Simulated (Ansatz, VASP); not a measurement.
**Ru in VASP and in Ansatz**

INCAR

```
ALGO = Normal ; EDIFF = 1E-7
ENCUT = 520 ; GGA = RE
ISIF = 2 ; ISMEAR = -1
LASPH = True ; LCHARG = False
LMAXMIX = 4 ; LREAL = False
LWAVE = False ; NELM = 100
PREC = Accurate ; SIGMA = 0.05
```

File KPOINTS:

```
k-points
0
Gamma
  11 11 6
```

Contents of POSCAR:

```
Ru
1.0
    2.7058000000      0.0000000000      0.0000000000
   -1.3529000000      2.3432915376      0.0000000000
    0.0000000000      0.0000000000      4.2819000000
Ru
2
Direct
    0.6666666667      0.3333333333      0.7500000000
    0.3333333333      0.6666666667      0.2500000000
```

Contents of KPOINTS_OPT:

```
path GMKGALHA,LM,KH
10
line-mode
reciprocal
 0.0000000000  0.0000000000  0.0000000000  G
 0.5000000000  0.0000000000  0.0000000000  M

 0.5000000000  0.0000000000  0.0000000000  M
 0.3333333333  0.3333333333  0.0000000000  K

 0.3333333333  0.3333333333  0.0000000000  K
 0.0000000000  0.0000000000  0.0000000000  G

 0.0000000000  0.0000000000  0.0000000000  G
 0.0000000000  0.0000000000  0.5000000000  A

 0.0000000000  0.0000000000  0.5000000000  A
 0.5000000000  0.0000000000  0.5000000000  L

 0.5000000000  0.0000000000  0.5000000000  L
 0.3333333333  0.3333333333  0.5000000000  H

 0.3333333333  0.3333333333  0.5000000000  H
 0.0000000000  0.0000000000  0.5000000000  A

 0.5000000000  0.0000000000  0.5000000000  L
 0.5000000000  0.0000000000  0.0000000000  M

 0.3333333333  0.3333333333  0.0000000000  K
 0.3333333333  0.3333333333  0.5000000000  H
```

File input.yaml:

```yaml
crystal:
  lattice:
    - [2.7058, 0.0, 0.0]
    - [-1.3529, 2.3432915376, 0.0]
    - [0.0, 0.0, 4.2819]
  atoms:
    - { symbol: Ru, position: [0.6666666667, 0.3333333333, 0.75] }
    - { symbol: Ru, position: [0.3333333333, 0.6666666667, 0.25] }
hamiltonian:
  xc: revpbe
  pseudopotentials: { kind: paw }
kpoints:
  mp_grid: { grid: [11, 11, 6] }
  band_path:
    path:
      - [[0.0, 0.0, 0.0], [0.5, 0.0, 0.0], [0.3333333333, 0.3333333333, 0.0], [0.0, 0.0, 0.0], [0.0, 0.0, 0.5], [0.5, 0.0, 0.5], [0.3333333333, 0.3333333333, 0.5], [0.0, 0.0, 0.5]]
      - [[0.5, 0.0, 0.5], [0.5, 0.0, 0.0]]
      - [[0.3333333333, 0.3333333333, 0.0], [0.3333333333, 0.3333333333, 0.5]]
    npoints: 14
scf:
  occupations: { method: fermi_dirac, width: 0.05 }
  n_extra_bands: 6
output:
  forces: true
  stress: true
  eigenvalues: true
  fatbands: false
```

Alike in both runs: task band structure; functional revPBE; k mesh 11 × 11 × 6; occupations fermi-dirac, width 0.05 eV; no spin polarisation.

```csv
,VASP,Ansatz
version,VASP 6.6.1,Ansatz 0.2.0
potentials or method,"VASP PAW PBE potentials, release 64 (Ru_pv)",Ansatz PAW
plane-wave cutoff (eV),520,420
valence electrons in the cell,28,32
```

Ansatz gave:

```
gap on the k mesh at the Fermi level (eV) : none
pressure (GPa)                            : 7.8
```

Problem. Estimate VASP's values.

Solution. gap on the k mesh at the Fermi level (eV): none; pressure (GPa): 7.7.

A gap of «none» marks a metal or a gap that the smearing closes. With one functional, cell and mesh, what is left measures potentials, basis and numerics. The two sets of potentials don't hold the same shells in valence.

Caveats: the PAW data sets were made with another functional, which shifts forces and pressure a little (VASP); the PAW data sets come from PBE, with cores solved anew for the run's functional, which leaves a small shift of forces and pressure (Ansatz).
